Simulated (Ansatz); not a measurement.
# SiC: the cost of one run

Computed with Ansatz 0.2.0 (DFT PBE, scalar-relativistic, plane waves, PAW, unless a step's input says otherwise).

1 further run of the same task is left out (set aside as unsound or not needed).

### Step 1. The structure to begin with

Symmetry: P4_2/mnm, No. 136, tetragonal system. Conventional cell: a = 5.323 Å, b = 5.323 Å, c = 3.093 Å, α = 90.00°, β = 90.00°, γ = 90.00°. Si (site symmetry m2m) is surrounded by 4 C at 1.87 to 1.92 Å. C (site symmetry m2m) is surrounded by 4 Si at 1.87 to 1.92 Å.

As a file:

```xyz
8
Lattice="5.3229 0.0000 0.0000 0.0000 5.3229 0.0000 0.0000 0.0000 3.0926" Properties=species:S:1:pos:R:3 pbc="T T T"
Si    3.5961    3.5961    0.0000
Si    4.3883    0.9346    1.5463
Si    1.7268    1.7268    0.0000
Si    0.9346    4.3883    1.5463
C     4.3405    4.3405    1.5463
C     3.6439    1.6791    0.0000
C     0.9824    0.9824    1.5463
C     1.6791    3.6439    0.0000
```

The cell was relaxed beforehand at this level, from a generated guess; it needn't be the stable form of this composition. At a tolerance of 0.02 Å it has space group P4_2/mnm (No. 136); it has 10.95 Å³/atom, an uncorrected energy of -0.12 eV/atom over the elements and, on its mesh, gap 2.21 eV.

### Step 2. Strained cells: the elastic tensor

Contents of input.yaml:

```yaml
crystal:
  lattice:
    - [5.3231719353, 0.0, 0.0]
    - [0.0, 5.3231719353, 0.0]
    - [0.0, 0.0, 3.092815174]
  atoms:
    - { symbol: Si, position: [0.6756040214, 0.6756040214, 0.0] }
    - { symbol: Si, position: [0.8243959786, 0.1756040214, 0.5] }
    - { symbol: Si, position: [0.3243959786, 0.3243959786, 0.0] }
    - { symbol: Si, position: [0.1756040214, 0.8243959786, 0.5] }
    - { symbol: C, position: [0.8154341951, 0.8154341951, 0.5] }
    - { symbol: C, position: [0.6845658049, 0.3154341951, 0.0] }
    - { symbol: C, position: [0.1845658049, 0.1845658049, 0.5] }
    - { symbol: C, position: [0.3154341951, 0.6845658049, 0.0] }
basis:
  ecutwfc: 420
kpoints:
  mp_grid: { grid: [6, 6, 10] }
hamiltonian:
  xc: pbe
scf:
  occupations: { method: fixed }
output:
  forces: true
  stress: true
  eigenvalues: true
elastic:
  mode: relaxed_ion
  stencil: two_point
```

Launch:

```sh
> ansatz run input.yaml --threads 1 --pin off --max-ram 2560MiB --backend cpu --events-out ev --progress --plain --runs-dir out
```

Q: Estimate wall time and peak memory on 1 thread of Arm Neoverse V2, shared host.

About 7.1 min, with a peak of 0.55 GiB.
